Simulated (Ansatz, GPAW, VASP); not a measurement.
# TePb: programs and potentials compared

```xyz
2
Lattice="0.0000 3.2310 3.2310 3.2310 0.0000 3.2310 3.2310 3.2310 0.0000" Properties=species:S:1:pos:R:3 pbc="T T T"
Pb    0.0000    0.0000    0.0000
Te    3.2310    3.2310    3.2310
```

Alike in all runs: task single point; functional RPBE; k mesh 7 × 7 × 7; occupations gaussian, width 0.1 eV; no spin polarisation; no spin-orbit coupling. Pressure is positive in compression and, in plane waves, holds the error of the finite cutoff.

```tsv
program and potentials	plane-wave cutoff (eV)	notes	pressure (GPa)
VASP, PBE PAW files Pb_d, Te, 520 eV	520	potentials made for PBE	3.60
GPAW, the program's PAW data sets (release 1.2.1) made for this functional	600	-	3.36
Ansatz, all-electron LAPW, scalar-relativistic	-	-	3.65
```

The pressure spans 3.36 (GPAW, the program's PAW data sets (release 1.2.1) made for this functional) to 3.65 GPa (Ansatz, all-electron LAPW, scalar-relativistic), with all-electron results at 3.65.

Differences between rows come from potentials, basis sets and numerical settings, since the functional is the same but for its coding. Runs on potential files found faulty are left out.

All three calculations put the rocksalt cell under compression, so RPBE favours a larger volume than the one used here, which lies close to the measured lattice parameter of PbTe. This is the functional's familiar underbinding: its exchange enhancement rises steeply with the reduced density gradient, which favours the more inhomogeneous density of separated atoms and weakens cohesion. In a soft lattice of large, polarisable ions, even a moderate residual pressure implies a noticeable expansion.

The spread between programs is small beside the pressure they share, so the sign belongs to the functional and not to any one implementation. VASP, with potentials made for PBE, lies closer to the all-electron value (3.60 against 3.65 GPa) than GPAW with data sets made for RPBE (3.36 GPa). Matching the functional of the potential therefore does not by itself secure the better pressure here; the remaining offset may come from either the data sets or basis convergence. Agreement at a single volume does not establish equal bulk moduli.
